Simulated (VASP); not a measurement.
The system is In.

```
In
1.0
    -1.66584    1.66584    2.48335
     1.66584   -1.66584    2.48335
     1.66584    1.66584   -2.48335
In
1
Cartesian
  0.0000 0.0000 0.0000
```

Base run:

| Quantity | Value |
| --- | --- |
| Program | VASP 6.6.1 |
| Functional | PBE |
| Potentials or basis | VASP PAW PBE potentials, release 64 (In_d) |
| Cutoff | 600 eV |
| k mesh | 19 × 19 × 19 |
| Occupations | methfessel-paxton, width 0.1 eV |
| Spin | no spin polarisation |

Its results: band gap on the k mesh none (metal or under the smearing width); pressure -0.1 GPa.

Q: After a change of settings the same cell gave: band gap on the k mesh none (metal or under the smearing width); pressure -4.1 GPa. Which change was it?
A. cutoff from 600 eV to 450 eV
B. functional from PBE to r2SCAN; cutoff from 600 eV to 450 eV
C. functional from PBE to LDA; potentials or basis from VASP PAW PBE potentials, release 64 (In_d) to VASP PAW LDA potentials, release 64 (In_d); cutoff from 600 eV to 450 eV
D. functional from PBE to PBEsol; cutoff from 600 eV to 450 eV

A: C.
